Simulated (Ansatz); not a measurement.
**Ta3N5 — quadrupolar parameters**

The cell is a Materials Project structure (computed, not necessarily an observed phase).

```xyz
16
Lattice="1.9406 -5.1385 0.0000 1.9406 5.1385 0.0000 0.0000 0.0000 10.3094" Properties=species:S:1:pos:R:3 pbc="T T T"
Ta    1.9406    3.1138    2.5774
Ta    1.9406   -3.7689    4.5355
Ta    1.9406    3.7689    5.7740
Ta    1.9406    3.7689    9.6902
Ta    1.9406   -3.1138    7.7321
Ta    1.9406   -3.7689    0.6192
N     1.9406    4.6543    3.9295
N     1.9406   -1.9722    5.9185
N     1.9406    1.9722    4.3909
N     1.9406   -1.9722    9.5457
N     1.9406    2.7051    7.7321
N     1.9406    1.9722    0.7638
N     1.9406    4.6543    1.2252
N     1.9406   -4.6543    9.0842
N     1.9406   -2.7051    2.5774
N     1.9406   -4.6543    6.3799
```

Atom numbers follow the list; atoms alike are taken as one site, whose name carries the number of the first.

Computed with Ansatz: DFT, r2SCAN, plane waves and PAW, scalar-relativistic, 500 eV cutoff, Γ-centred 8×8×3 k-points, Fermi–Dirac smearing 0.02 eV.

Conventions: |V_zz| ≥ |V_yy| ≥ |V_xx|, η = (V_xx − V_yy)/V_zz, C_Q = eQV_zz/h. Directions are in the Cartesian axes of the cell vectors above, for the atom listed; none is given where the gradient is under 0.02 or η is above 0.95.

**Question.** Which values are expected at the nuclei?

**Answer.** 

```json
{"site": "Ta1", "first atom": "1", "first shell": "6 N at 2.05–2.14 Å", "V_zz (10²¹ V/m²)": "-9.99", "η": "0.11", "direction of V_zz (x, y, z)": "0.00 0.00 1.00"}
{"site": "Ta2", "first atom": "2", "first shell": "6 N at 1.95–2.27 Å", "V_zz (10²¹ V/m²)": "11.28", "η": "0.57", "direction of V_zz (x, y, z)": "0.00 0.03 1.00"}
{"site": "N7", "first atom": "7", "first shell": "3 Ta at 1.95–2.05 Å", "V_zz (10²¹ V/m²)": "-2.36", "η": "0.87", "direction of V_zz (x, y, z)": "0.00 0.97 -0.26"}
{"site": "N8", "first atom": "8", "first shell": "4 Ta at 2.04–2.27 Å", "V_zz (10²¹ V/m²)": "0.71", "η": "0.03", "direction of V_zz (x, y, z)": "0.00 0.76 0.65"}
{"site": "N11", "first atom": "11", "first shell": "4 Ta at 2.06–2.23 Å", "V_zz (10²¹ V/m²)": "0.71", "η": "0.04", "direction of V_zz (x, y, z)": "0.00 0.00 1.00"}
```

Without spin–orbit coupling the gradients at and beside Ta can be off by some per cent, at some sites by more. With these PAW files V_zz is typically within 2 to 3 % of all-electron values, but misses above 10 % occur on Ta.
